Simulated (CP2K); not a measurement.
Runs of CP2K 2026.2 on KI. It takes space group Fm-3m (No. 225, cubic). Conventional cell: a = 7.066 Å, b = 7.066 Å, c = 7.066 Å, α = 90.00°, β = 90.00°, γ = 90.00°. I (site symmetry m-3m) has 6 K at 3.53 Å as nearest neighbours. K (site symmetry m-3m) is surrounded by 6 I at 3.53 Å. 

```tsv
task	level	potentials or basis	smearing	EPS_DEFAULT	NGRIDS	points a segment of the path (NPOINTS)	bands added on the path	CUTOFF of the grids	gap on the mesh (eV)	pressure (GPa)
band structure	PBE	POTENTIAL_UZH I GTH-PBE-q7, K GTH-PBE-q9; TZVP-MOLOPT-PBE-GTH basis	fermi-dirac 0.0259 eV	1.0E-9	4	10	6	450 Ry	3.96	0.6
band structure	PBE	POTENTIAL_UZH I GTH-PBE-q7, K GTH-PBE-q9; TZVP-MOLOPT-PBE-GTH basis	fermi-dirac 0.01 eV	1.0E-9	4	6	4	450 Ry	3.96	0.6
band structure	r2SCAN	POTENTIAL_UZH I GTH-SCAN-q7, K GTH-SCAN-q9; TZVP-MOLOPT-SCAN-GTH basis	fermi-dirac 0.1 eV	1.0E-9	4	8	2	675 Ry	4.57	0.2
band structure	TB-mBJ	POTENTIAL_UZH I GTH-PBE-q7, K GTH-PBE-q9; TZVP-MOLOPT-PBE-GTH basis	fermi-dirac 0.1 eV	1.0E-10	5	8	4	675 Ry	(a)	-
```

Alike in all rows: no spin polarisation; cell as given; k mesh 7 × 7 × 7.

Question: Estimate the missing entries.

Answer: (a) 4.45.

Caveats: spin-orbit coupling is left out, which moves the levels of the heavy elements; the basis of atomic orbitals isn't converged, which shifts pressures, moduli and gaps; this is a model potential without an energy functional, so only levels have meaning (some runs); the potentials were made for another functional, which shifts forces and pressure (some runs).

A k mesh can miss the band edges, and the runs leave out spin-orbit coupling on I.

Not every run made on this cell is shown here.
